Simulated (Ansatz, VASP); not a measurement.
# FePt: VASP beside Ansatz

```
CELL_PARAMETERS angstrom
2.71456 0.00000 0.00000
-1.35728 2.35088 0.00000
0.00000 0.00000 4.41146
ATOMIC_POSITIONS crystal
Fe 0.66667 0.33333 0.50000
Pt 0.00000 0.00000 0.00000
```

Change from the starting cell: species swapped into the WC type (P-6m2, No. 187).

Alike in both runs: functional PBE; k mesh 6 × 6 × 6; occupations gaussian, width 0.1 eV; collinear spin.

Ansatz relaxed the structure, and its values are those at the end. VASP's run is a single point on that final structure, the one shown.

|  | VASP | Ansatz |
| --- | --- | --- |
| version | VASP 6.6.1 | Ansatz 0.2.0 |
| potentials or method | VASP PAW PBE potentials, release 64 (Fe, Pt) | scalar-relativistic, plane waves, PAW |
| plane-wave cutoff (eV) | 520 | 420 |
| valence electrons in the cell | 18 | 34 |

VASP gave:

- gap on the k mesh at the Fermi level (eV): none
- pressure (GPa): -0.5
- net moment per atom (μB): 1.57
- size of the moment on the site where the two differ most (μB): 0.24

**Question.** Estimate Ansatz's values.

**Answer.** gap on the k mesh at the Fermi level (eV): none; pressure (GPa): 0.0; net moment per atom (μB): 1.57; size of the moment on the site where the two differ most (μB): 0.29.

Site moments also hang on the region over which each program counts them. A gap of «none» marks a metal or a gap that the smearing closes. The two sets of potentials don't hold the same shells in valence.

Caveats: the k mesh is coarse (spacing up to 0.45 Å⁻¹), so the values aren't converged. Spin-orbit coupling is left out, which matters for the levels of Pt.
